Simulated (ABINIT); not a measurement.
Here is an ABINIT 10.8.3 (patched build) calculation.

Contents of run.abi:

```
# Pseudopotentials
pp_dirpath "./"
pseudos "28_Ni_18_1.7_2.2_pbe_n_v1.0.psp8, 14_Si_4_1.9_1.9_pbe_n_v1.0.psp8"

# Structure
acell 3*1.0
rprim
     0.0000000000     5.1079297149     5.1079297149
     5.1079297149     0.0000000000     5.1079297149
     5.1079297149     5.1079297149     0.0000000000
ntypat 2
znucl 28 14
natom 3
typat 1 2 2
xcart
     0.0000000000     0.0000000000     0.0000000000
     7.6618945723     7.6618945723     7.6618945723
     2.5539648574     2.5539648574     2.5539648574

# Plane-wave basis
ecut 816.341587 eV

# k points
kptopt 1
ngkpt 3 3 3
nshiftk 1
shiftk 0.0 0.0 0.0

# Exchange and correlation
ixc -402

# Bands and occupations
nband 18
occopt 3
tsmear 0.05 eV

# Spin
nsppol 2
spinat
     0.0000000000     0.0000000000     1.0000000000
     0.0000000000     0.0000000000     0.0000000000
     0.0000000000     0.0000000000     0.0000000000

# SCF cycle
nstep 60
toldfe 1.0e-7

# Output
iomode 3
prtwf 0
prtden 0
prteig 0
prtebands 0
enunit 1
prtvol 2
```

Potentials or basis: SPMS NC PBE v1.0.

The run is started by

```console
$ mpirun --bind-to none -np 4 abinit run.abi > log 2>&1
```

**Question.** Estimate the site moments.

**Answer.** Ni -0.20; Si -0.02 μB.

**Question.** What does it give for the net moment?

**Answer.** -0.22 μB per cell.

Caveat: the k mesh is coarse (spacing up to 0.67 Å⁻¹), so the values aren't converged, least of all with exact exchange; small starting moments can end in a higher magnetic state in this program.
